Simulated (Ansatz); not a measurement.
What strain does to NaF (CsCl type)

NaF (CsCl type), relaxed with r2SCAN in Ansatz. The symmetry is Pm-3m (No. 221, cubic); conventional cell a = 2.793 Å, 10.90 Å³ an atom. Na is surrounded by 8 F at 2.42 Å; F is surrounded by 8 Na at 2.42 Å.

The axes x, y and z are those of this cell:
```
Na F
1.0
     2.79349    0.00000    0.00000
     0.00000    2.79349    0.00000
     0.00000    0.00000    2.79349
Na F
1 1
Direct
  0.00000 0.00000 0.00000
  0.50000 0.50000 0.50000
```

Unstrained: The PBE gap is indirect, 6.128 eV (M to Γ), below the direct gap of 6.466 eV at Γ. With r2SCAN the valence top lies at M and the conduction bottom at Γ, 7.058 eV higher; the smallest vertical gap, at Γ, is 7.398 eV. The HSE06 gap is indirect, 8.331 eV (M to Γ), below the direct gap of 8.683 eV at Γ. Meshes: PBE 10×10×10, r2SCAN 10×10×10, HSE06 6×6×6. Strains are changes of length per length. After each strain the atoms were relaxed again with r2SCAN within the symmetry that the strain leaves, so tilts or polar shifts that break it weren't tested; points keep the names that they have in the unstrained zone. (Calculated; spin-unpolarised; the phase may be known or hypothetical.)

Changes of the least gap in eV (an overlap counts as a negative gap):
```json
{"strain": "epitaxial -1.71 % in the xy plane, free normal strain +0.08 %", "volume change (%)": "-3.3", "space group": "P4/mmm", "PBE": "+0.189", "r2SCAN": "+0.199", "HSE06": "+0.211", "energy rise, r2SCAN (meV/atom)": "3.6"}
{"strain": "uniaxial -4.32 % along x", "volume change (%)": "-4.3", "space group": "P4/mmm", "PBE": "+0.104", "r2SCAN": "+0.117", "HSE06": "+0.136", "energy rise, r2SCAN (meV/atom)": "11.9"}
{"strain": "uniaxial +5.44 % along z", "volume change (%)": "+5.4", "space group": "P4/mmm", "PBE": "-0.464", "r2SCAN": "-0.480", "HSE06": "-0.494", "energy rise, r2SCAN (meV/atom)": "16.3"}
```

Epitaxial -1.71 % in the xy plane, free normal strain +0.08 %. HSE06: the gap goes from 8.331 to 8.542 eV (+0.211 eV). Stress change with r2SCAN, compression positive: xx +3.27, yy +3.27, zz +0.01 GPa.

Uniaxial -4.32 % along x, other directions held. HSE06: the gap goes from 8.331 to 8.467 eV (+0.136 eV). Stress change with r2SCAN, compression positive: xx +8.40, yy +0.26, zz +0.26 GPa.

Uniaxial +5.44 % along z, other directions held. HSE06: the gap goes from 8.331 to 7.837 eV (-0.494 eV). Stress change with r2SCAN, compression positive: xx +0.10, yy +0.10, zz -8.44 GPa.

The meshes of the hybrids are coarse, so their gaps aren't converged to the digits shown.
